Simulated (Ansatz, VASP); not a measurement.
Two plane-wave programs on Ga5N2

```
Ga N
1.0
     4.56031    0.00000    0.00000
    -2.28015    3.94934    0.00000
     0.00000    0.00000    5.70894
Ga N
5 2
Direct
  0.50000 0.00000 0.00000
  0.00000 0.50000 0.00000
  0.50000 0.50000 0.00000
  0.33333 0.66667 0.50000
  0.66667 0.33333 0.50000
  0.00000 0.00000 0.71085
  0.00000 0.00000 0.28915
```

Alike in both runs: task single point; functional PBE; k mesh 6 × 6 × 4; occupations gaussian, width 0.1 eV; no spin polarisation.

|  | VASP | Ansatz |
| --- | --- | --- |
| version | VASP 6.6.1 | Ansatz 0.2.0 |
| potentials or method | VASP PAW PBE potentials, release 64 (Ga_d, N) | scalar-relativistic, plane waves, PAW |
| plane-wave cutoff (eV) | 520 | 420 |
| valence electrons in the cell | 75 | 75 |

VASP gave:

```
gap on the k mesh at the Fermi level (eV)       : none
pressure (GPa)                                  : 11.1
largest component of the traceless stress (GPa) : 15.75
rms of the force components (eV/Å)              : 0.085
```

Question: Estimate Ansatz's values.

Answer: gap on the k mesh at the Fermi level (eV): none; pressure (GPa): 11.0; largest component of the traceless stress (GPa): 15.61; rms of the force components (eV/Å): 0.085.

Atom by atom the forces differ by 0.000 eV/Å (rms over components). A gap of «none» marks a metal or a gap that the smearing closes. The functional is the same, so the differences come from potentials, cutoffs and numerics.
